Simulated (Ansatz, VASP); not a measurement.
# KCl: VASP beside Ansatz

The input INCAR:

```
SYSTEM = KCl
ALGO     = Normal         ! electronic algorithm
EDIFF    = 1E-7           ! SCF threshold, eV
ENCUT    = 520            ! plane-wave cutoff, eV
GGA      = PE             ! functional
ISIF     = 2              ! what is computed and relaxed
ISMEAR   = 0              ! smearing method
ISPIN    = 2              ! spin polarisation
LASPH    = .True.         ! aspherical terms in the spheres
LCHARG   = .False.        ! write CHGCAR
LORBIT   = 11             ! projections on sites
LREAL    = .False.        ! projectors in reciprocal space
LWAVE    = .False.        ! write WAVECAR
MAGMOM   = 0 0            ! initial moments
NBANDS   = 19             ! bands
NELM     = 150            ! most SCF steps
PREC     = Accurate       ! precision mode
SIGMA    = 0.1            ! smearing width, eV
```

File KPOINTS:

```
k-points
0
Gamma
  1 1 1
  0 0 0
```

File POSCAR:

```
KCl
1.0
    3.8391960000      0.0000000000      0.0000000000
    0.0000000000      3.8391960000      0.0000000000
    0.0000000000      0.0000000000      3.8391960000
K Cl
1 1
Direct
    0.0000000000      0.0000000000      0.0000000000
    0.5000000000      0.5000000000      0.5000000000
```

Input for Ansatz:

```yaml
crystal:
  lattice:
    - [3.839196, 0.0, 0.0]
    - [0.0, 3.839196, 0.0]
    - [0.0, 0.0, 3.839196]
  atoms:
    - { symbol: K, position: [0.0, 0.0, 0.0] }
    - { symbol: Cl, position: [0.5, 0.5, 0.5] }
basis:
  ecutwfc: 420
  ecutrho_ratio: 5
kpoints:
  mp_grid: { grid: [1, 1, 1] }
hamiltonian:
  xc: pbe
scf:
  occupations: { method: gaussian, width: 0.1 }
  mixing: { algorithm: broyden, ndim: 4 }
  max_iter: 100
output:
  forces: true
  stress: true
  eigenvalues: true
magnetization:
  spin_polarized: true
```

Alike in both runs: task single point; functional PBE; k mesh 1 × 1 × 1; occupations gaussian, width 0.1 eV; collinear spin.

```csv
,VASP,Ansatz
version,VASP 6.6.1,Ansatz 0.2.0
potentials or method,"VASP PAW PBE potentials, release 64 (K_sv, Cl)","scalar-relativistic, plane waves, PAW"
plane-wave cutoff (eV),520,420
valence electrons in the cell,16,16
```

```csv
,VASP,Ansatz,Ansatz less VASP
gap on the k mesh at the Fermi level (eV),4.32,4.32,0.000
least direct gap on the mesh (eV),4.32,4.32,0.000
pressure (GPa),17.9,17.9,+0.02
net moment per atom (μB),0.00,0.00,0.000
```

Ansatz warned: «no_starting_moments».

Caveats: the k mesh is coarse (spacing up to 1.64 Å⁻¹), so the values aren't converged; so large a pressure means that the cell lies far from this level's equilibrium, or that cutoff or potentials fall short (VASP); an odd mesh through Γ misses points on the zone boundary, where band edges often lie.
